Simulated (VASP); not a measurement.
ZnO (zincite):

```
Zn O
1.0
     3.24931    0.00000    0.00000
    -1.62465    2.81398    0.00000
     0.00000    0.00000    5.20571
Zn O
2 2
Direct
  0.66667 0.33333 0.00000
  0.33333 0.66667 0.50000
  0.33333 0.66667 0.87901
  0.66667 0.33333 0.37901
```

Base run:

```yaml
Program: VASP 6.6.1
Functional: r2SCAN-EpsX
Potentials_or_basis: VASP PAW PBE potentials, release 64 (Zn, O)
Cutoff: 520 eV
k_mesh: 6 × 6 × 4
Occupations: gaussian, width 0.02 eV
Spin: no spin polarisation
```

Its results: band gap on the k mesh 2.86 eV, direct; pressure -1.6 GPa; largest force 0.089 eV/Å.

**Question.** The run is repeated on the same cell with these changes: functional from r2SCAN-EpsX to HSE06. What comes out?

**Answer.** Band gap on the k mesh 2.50 eV, direct; pressure 1.7 GPa; largest force 0.083 eV/Å.

Caveats: the PAW data sets were made with another functional, which shifts forces and pressure a little.
